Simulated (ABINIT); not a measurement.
A run of ABINIT 10.8.3 (patched build):

The input run.abi:

```
# Pseudopotentials
pp_dirpath "./"
pseudos "N.upf, B.upf"

# Structure
acell 3*1.0
rprim
     2.3642775188     1.3650162619     6.3739222586
    -2.3642775188     1.3650162619     6.3739222586
     0.0000000000    -2.7300325238     6.3739222586
ntypat 2
znucl 7 5
natom 2
typat 1 2
xred
     0.6672382000     0.6672382000     0.6672382000
     0.0003288000     0.0003288000     0.0003288000

# Plane-wave basis
ecut 42.0

# k points
kptopt 1
ngkpt 12 12 12
nshiftk 1
shiftk 0.0 0.0 0.0

# Exchange and correlation
ixc 11

# Bands and occupations
nband 8
occopt 3
tsmear 0.00183747

# SCF cycle
nstep 100
tolvrs 1.0e-10

# Output
iomode 3
prtwf 0
prtden 0
prteig 0
prtebands 0
enunit 2
```

Potentials or basis: PseudoDojo NC SR PBE v0.4.1 standard.

The run is started by

```console
$ abinit run.abi > log 2>&1
```

Hardware: 1 thread of Arm Neoverse V1, with other jobs on the host.

Q: Estimate the wall time of this run.

A: It took 2.1 min on 1 thread of Arm Neoverse V1 (shared host), peak memory 0.12 GiB. Counts: scf iterations 10, mpi ranks 1, k points 189, bands 8, plane waves 1622.
